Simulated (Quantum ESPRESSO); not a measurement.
Runs of Quantum ESPRESSO 7.5 on NbP. The structure is tetragonal, space group I4_1md (No. 109). Conventional cell: a = 3.350 Å, b = 3.350 Å, c = 11.480 Å, α = 90.00°, β = 90.00°, γ = 90.00°. Nb (site symmetry 2mm) has 6 P at 2.55 Å as nearest neighbours. Around P (site symmetry 2mm) lie 6 Nb at 2.55 Å. The cell is a database's computed one.

```tsv
task	level	potentials or basis	U	k mesh	cutoff (eV)	smearing	start of the occupations	hubbard projectors	form of the LDA correlation	mixing beta	q mesh	gap on the mesh (eV)	pressure (GPa)	largest force (eV/Å)
Hubbard U by linear response	LDA+U	JTH 2.0 LDA	Nb d U = 0.0001 eV	8 × 8 × 8	490	cold 0.2 eV	default	ortho-atomic	PW92	0.3	1 × 1 × 1	none	-9.5	0.02
Wannier functions	PBEsol	PseudoDojo 0.4.1 SR PBEsol standard	-	9 × 9 × 9	1116	fermi-dirac 0.05 eV	-	-	-	0.5	-	none	-6.3	(a)
band structure	PBEsol	PseudoDojo 0.4.1 SR PBEsol standard	-	11 × 11 × 11	1116	fermi-dirac 0.05 eV	-	-	-	0.5	-	none	-6.4	0.02
single point	PBE	SSSP 1.3 efficiency PBE	-	11 × 11 × 11	748	fermi-dirac 0.05 eV	-	-	-	0.5	-	none	-1.0	0.02
Wannier functions	LDA	JTH 2.0 LDA	-	8 × 8 × 8	490	fermi-dirac 0.05 eV	-	-	PW92	0.5	-	none	-9.5	0.02
```

Alike in all rows: no spin polarisation; cell as given.

Problem. Estimate the missing entries.

Solution. (a) 0.01.

Caveats: the cutoff is low for these files, which shifts pressure and relaxed volume (some runs); on PAW files with symmetry the computed U can be off by some tenths of an eV for atoms off the origin (some runs); the computed U isn't converged in cell size (some runs); U without spin polarisation on a metal has little footing (some runs); the U is typed as a test and isn't derived for this compound (some runs); the Wannier minimisation didn't converge (some runs).

A k mesh can miss the band edges, and the runs leave out spin-orbit coupling on Nb.

A gap of «none» marks a metal or a gap under the smearing width.

Not every run made on this cell is shown here.
